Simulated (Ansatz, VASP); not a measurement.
One calculation of As, two programs

File POSCAR:

```
As
1.0
    2.7036817444      0.0000000000      0.0000000000
    0.0000000000      2.7036817444      0.0000000000
    0.0000000000      0.0000000000      2.7036817444
As
1
Direct
    0.5000000000      0.5000000000      0.5000000000
```

The input INCAR.step1:

```
SYSTEM = As
PREC = Accurate
ENCUT = 520
EDIFF = 1E-5
ISMEAR = -1
SIGMA = 0.05
LREAL = .False.
LASPH = .True.
NELM = 80
ALGO = Normal
ISIF = 2
LWAVE = .True.
LCHARG = .False.
GGA = PE
```

INCAR.step2

```
SYSTEM = As
PREC = Accurate
ENCUT = 520
EDIFF = 1E-6
ISMEAR = -1
SIGMA = 0.05
LREAL = .False.
LASPH = .True.
NELM = 80
ALGO = Normal
ISIF = 2
LWAVE = .False.
LCHARG = .False.
GGA = PE
LHFCALC = .True.
HFSCREEN = 0.2
AEXX = 0.5
PRECFOCK = Fast
ISTART = 1
```

Contents of KPOINTS:

```
Automatic mesh
0
Gamma
  5 5 5
  0 0 0
```

File input.yaml:

```yaml
crystal:
  lattice:
    - [2.7036817444, 0.0, 0.0]
    - [0.0, 2.7036817444, 0.0]
    - [0.0, 0.0, 2.7036817444]
  atoms:
    - { symbol: As, position: [0.5, 0.5, 0.5] }
hamiltonian:
  xc: { exchange: pbe, correlation: pbe, exx: { coeff: 0.5, omega: 0.2 } }
  pseudopotentials: { kind: paw }
kpoints:
  mp_grid: { grid: [5, 5, 5] }
scf:
  occupations: { method: fermi_dirac, width: 0.05 }
output:
  forces: true
  stress: true
  eigenvalues: true
```

This isn't the form of As at room conditions, which is rhombohedral.

Alike in both runs: task single point; functional HSE(alpha, omega); k mesh 5 × 5 × 5; occupations fermi-dirac, width 0.05 eV; no spin polarisation.

|  | VASP | Ansatz |
| --- | --- | --- |
| version | VASP 6.6.1 | Ansatz 0.2.0 |
| potentials or method | VASP PAW PBE potentials, release 64 (As) | Ansatz PAW |
| plane-wave cutoff (eV) | 520 | 420 |
| valence electrons in the cell | 5 | 15 |

VASP gave:

| Quantity | Value |
| --- | --- |
| gap on the k mesh at the Fermi level (eV) | none |
| pressure (GPa) | -6.3 |

Q: Estimate Ansatz's values.

A: gap on the k mesh at the Fermi level (eV): none; pressure (GPa): -4.9.

A gap of «none» marks a metal or a gap that the smearing closes. The two sets of potentials don't hold the same shells in valence.

Caveats: the k mesh is coarse (spacing up to 0.46 Å⁻¹), so the values aren't converged, least of all with exact exchange; the PAW data sets were made with another functional, which shifts forces and pressure a little (VASP); the PAW data sets come from PBE, with cores solved anew for the run's functional, which leaves a small shift of forces and pressure (Ansatz); the thresholds are loose for stress (Ansatz).
